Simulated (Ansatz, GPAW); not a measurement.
Sn: programs and potentials compared

```
Sn
1.0
    -2.94014    2.94014    1.59930
     2.94014   -2.94014    1.59930
     2.94014    2.94014   -1.59930
Sn
2
Direct
  0.00000 0.00000 0.00000
  0.75000 0.25000 0.50000
```

Alike in all runs: task single point; functional RPBE; k mesh 9 × 9 × 9; occupations gaussian, width 0.1 eV; no spin polarisation; no spin-orbit coupling. Pressure is positive in compression and, in plane waves, holds the error of the finite cutoff, which Ansatz's Pulay term estimates and takes out.

```tsv
program and potentials	plane-wave cutoff (eV)	notes	pressure (GPa)
Ansatz, Ansatz PAW	420	potentials made for PBE, which Ansatz adapts in part; Pulay term of +0.04 GPa included	2.87
GPAW, the program's PAW data sets (release 1.2.1) made for this functional	600	-	2.59
Ansatz, all-electron LAPW, scalar-relativistic	-	-	?
```

Q: Estimate from the other rows what the run with Ansatz, all-electron LAPW, scalar-relativistic gave.

A: Pressure 2.86 GPa. The other rows, which needn't bracket it: pressure 2.59 to 2.87.
